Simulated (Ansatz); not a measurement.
Working through a calculation of the dielectric tensor and Born charges of GaP, space group F-43m

Computed with Ansatz 0.2.0, Python API.

The cells in order, each with its output:

**Cell 1**
```python
import ansatz as az
import numpy as np
```

**Cell 2**
```python
xtal = (
    az.Lattice.of((0.0, 2.72525, 2.72525), (2.72525, 0.0, 2.72525), (2.72525, 2.72525, 0.0))
    .atom("Ga", (0.0, 0.0, 0.0))
    .atom("P", (0.25, 0.25, 0.25))
)
```

**Cell 3**
```python
base = (
    xtal.calculation()
    .basis(19 * az.Ha)
    .functional(az.Functional.PBESOL)
    .kpoints(length=17)
    .occupations("fixed")
    .dielectric()
)
res = base.run(threads=1)
response = res.dielectric
eps = np.asarray(response.eps_inf)

values = np.linalg.eigvalsh(eps)
print("principal values of eps_inf:", np.round(values, 3))
print("refractive indices:", np.round(np.sqrt(values), 3))
for site, z in zip(res.lattice.sites, response.zstar_e):
    print(f"{site.symbol:2s} Z* trace/3 = {np.trace(z) / 3:+.3f} e")
print(f"charge neutrality missed by {response.zstar_sum_residual_pre_e:.4f} e before the sum rule")
```
Output:
```text
principal values of eps_inf: [10.683 10.683 10.683]
refractive indices: [3.269 3.269 3.269]
Ga Z* trace/3 = +2.121 e
P  Z* trace/3 = -2.121 e
charge neutrality missed by 0.0000 e before the sum rule
```

What to keep in mind:
- Under fixed occupations the level called the Fermi level is the highest filled one on the SCF mesh; off the mesh a filled band can lie a little above it.
- Pressure is positive in compression.
- The structure is a deposited one; some such entries were measured under pressure or heat, so a shift against it needn't be the functional's error alone.
- This is the electronic (clamped-ion) response; a semilocal gap that is too small tends to raise it. The typed mesh is that of the SCF; the response is solved on denser meshes that the run picks.
- Run time: 25 s on 1 thread of AMD EPYC 7B13 (Zen 3), on a shared host, peak memory 0.54 GiB.

(Lines on the test bed's own set-up are left out of the output.)
